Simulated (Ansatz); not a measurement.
**Structure search for TiO₂**

The calculation used DFT PBE+D3(BJ), scalar-relativistic, plane waves, PAW (Ansatz 0.2.0). All cells share a 420 eV cutoff and Γ-centred k meshes spaced at most about 0.3 Å⁻¹ (2π included). No spin polarisation.

The zero of energy is the elements' standard structures at the same level (O₂ as a molecule); no fitted shifts are applied.

Temperature and zero-point effects are left out. Only the structures computed here compete, so a lower one can exist. Kohn–Sham gaps at this level usually fall short of measured ones.

Invented guesses and database cells were relaxed alike, and ends that match in structure were merged. ΔE counts from the first row. Coordination counts O atoms around Ti (those within 1.25 times the shortest such distance or 1.15 times the sum of covalent radii). The ends were matched against large subsets of the Crystallography Open Database and the Materials Project, so a missing match doesn't prove that a structure is unreported.

```
#                                        reached from         type and space group  atoms  Å³/atom  coordination  ΔE (meV/atom)  gap on mesh (eV)  in databases                                                checks
1                          a cell as deposited in COD  anatase, I4_1/amd (No. 141)      6     11.4          Ti 6              0              2.12           COD                                                     -
2                               a measured cell (COD)   rutile, P4_2/mnm (No. 136)      6     10.5          Ti 6              9              1.87           COD                                                     -
3  a relaxed cell, shaken at random and relaxed again                C2/m (No. 12)      6     11.4          Ti 6            152              2.73      no match  no imaginary mode at Γ (other wave vectors untested)
4         sheets of the TiO2 type stacked, one a cell               R-3m (No. 166)      3     12.4          Ti 6            178              2.46      no match                                                     -
```

The lowest: Space group I4_1/amd (No. 141), tetragonal, a = 3.787 Å, c = 9.574 Å. Ti is surrounded by 6 O at 1.94–1.99 Å; O is surrounded by 3 Ti at 1.94–1.99 Å. Its energy over the elements is −3.062 eV/atom. It is a structure that the Crystallography Open Database (COD) lists. Another listed form, in P4_2/mnm, lies only 9 meV/atom higher, within the functional's error.

```
CELL_PARAMETERS angstrom
-1.89351 1.89351 4.78720
1.89351 -1.89351 4.78720
1.89351 1.89351 -4.78720
ATOMIC_POSITIONS crystal
Ti 0.00000 0.00000 0.00000
Ti 0.75000 0.25000 0.50000
O 0.95806 0.45806 0.50000
O 0.20806 0.20806 0.00000
O 0.54194 0.04194 0.50000
O 0.79194 0.79194 0.00000
```

The second: Space group P4_2/mnm (No. 136), tetragonal, a = 4.608 Å, c = 2.954 Å. Around Ti lie 6 O at 1.95–1.98 Å; O has 3 Ti at 1.95–1.98 Å. Counting O atoms around Ti, the first and the second both have Ti 6. Shaken at random and relaxed again, row 4 falls into row 3, 26 meV/atom lower, so it is a saddle point or a shallow minimum. Cells without such a test can be saddle points. Some types were kept out of the candidates beforehand, so the set may lack a known form.
